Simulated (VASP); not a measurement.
## In: single point with PBE

The system is In.

```
In
1.0
    -1.62547    1.62547    2.47370
     1.62547   -1.62547    2.47370
     1.62547    1.62547   -2.47370
In
1
Direct
  0.00000 0.00000 0.00000
```

```
Program             : VASP 6.6.1
Task                : single point
Functional          : PBE
Potentials or basis : VASP PAW PBE potentials, release 54 (In_d)
Cutoff              : 520 eV
k mesh              : 11 × 11 × 11
Occupations         : gaussian, width 0.05 eV
Spin                : no spin polarisation
```

| Item | Value |
| --- | --- |
| Pressure | 1.9 GPa |
| Band gap on the k mesh | none (metal or under the smearing width) |

Stress tensor (GPa, compression positive):
```
2.13 0.00 0.00
0.00 2.13 0.00
0.00 0.00 1.56
```

Levels at points of the mesh, in eV from the Fermi level:
| k point | band 3 | band 4 | band 5 | band 6 | band 7 | band 8 | band 9 | band 10 |
| --- | --- | --- | --- | --- | --- | --- | --- | --- |
| (0.00, 0.00, 0.00) | -14.65 | -14.57 | -14.46 | -9.59 | 10.50 | 10.50 | 10.68 | 11.54 |

Run time: 48 s on 1 thread of Intel(R) Xeon(R) Platinum 8559C (Emerald Rapids) (shared host), peak memory 0.16 GiB.
